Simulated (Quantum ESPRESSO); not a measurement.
Nb:

```
Nb
1.0
    -1.66395    1.66395    1.66395
     1.66395   -1.66395    1.66395
     1.66395    1.66395   -1.66395
Nb
1
Cartesian
  0.0000 0.0000 0.0000
```

| Quantity | Value |
| --- | --- |
| Program | Quantum ESPRESSO 7.5 |
| Task | single point |
| Functional | PBE |
| Potentials or basis | SSSP 1.3 efficiency PBE |
| Cutoff | 748 eV |
| Density cutoff | 5987 eV |
| k mesh | 11 × 11 × 11 |
| Occupations | fermi-dirac, width 0.05 eV |
| Spin | no spin polarisation |

On this cell: pressure -2.1 GPa; band gap on the k mesh none (metal or under the smearing width).

The same run follows on a disturbed copy (cell strained at random at fixed volume):

```
Nb
1.0
    -1.65481    1.66189    1.66310
     1.61189   -1.66978    1.62806
     1.70285    1.71781   -1.67098
Nb
1
Direct
  0.99711 0.99235 0.00528
```

What changes?

The energy (extrapolated to zero smearing) moves by +3.5 meV/atom; pressure -2.2 GPa; band gap on the k mesh none (metal or under the smearing width).

Stress tensor (GPa, compression positive):
```
-1.80 -0.70  0.42
-0.70 -3.65  0.20
 0.42  0.20 -1.15
```
